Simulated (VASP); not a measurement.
Write the native input for VASP 6.6.1 that does the following.

| Property | Result |
| --- | --- |
| Task | relaxation of cell and atoms |
| Functional | LDA |
| Potentials or basis | VASP PAW LDA potentials, release 64 (I, Na_pv) |
| Cutoff | 600 eV |
| k mesh | 7 × 7 × 7 |
| Occupations | fermi-dirac, width 0.05 eV |
| Spin | no spin polarisation |
| Further INCAR settings | ALGO = Normal; EDIFF = 1e-07; IBRION = 2; EDIFFG = -0.02; NSW = 40; ISIF = 3 |

The structure of NaI lies in POSCAR:

```
NaI
1.0
    0.0000000000      3.2364000000      3.2364000000
    3.2364000000      0.0000000000      3.2364000000
    3.2364000000      3.2364000000      0.0000000000
I Na
1 1
Direct
    0.5000000000      0.5000000000      0.5000000000
    0.0000000000      0.0000000000      0.0000000000
```

The input as run:

INCAR

```
SYSTEM = NaI
PREC = Accurate ; ENCUT = 600
EDIFF = 1E-7 ; ISMEAR = -1
SIGMA = 0.05 ; LREAL = .False.
LASPH = .True. ; NELM = 100
ALGO = Normal ; ISIF = 3
LWAVE = .False. ; LCHARG = .False.
GGA = CA ; IBRION = 2
NSW = 40 ; EDIFFG = -0.02
```

KPOINTS

```
Automatic mesh
0
Gamma
  7 7 7
  0 0 0
```

Potentials or basis: VASP PAW LDA potentials, release 64 (I, Na_pv).

Launch:

```sh
$ cat potpaw_LDA.64/I/POTCAR potpaw_LDA.64/Na_pv/POTCAR > POTCAR
$ mpirun -np 1 vasp_std > vasp.out
```

Results of the run:

```
Relaxed volume                         : 30.80 Å³/atom
Relaxed cell                           : a = 4.433 Å, b = 4.433 Å, c = 4.433 Å, α = 60.00°, β = 60.00°, γ = 60.00°
Space group after relaxing (to 0.05 Å) : Fm-3m (No. 225)
Energy gained by relaxing              : 17.8 meV/atom
Ionic steps                            : 3
Pressure after relaxing                : -0.1 GPa
Band gap on the k mesh                 : 3.62 eV, direct
```

Caveat: spin-orbit coupling is left out, which moves the levels of the heavy elements.

It took 36 s on 1 thread of Intel(R) Xeon(R) Platinum 8488C (Sapphire Rapids) (shared host), peak memory 0.2 GiB.
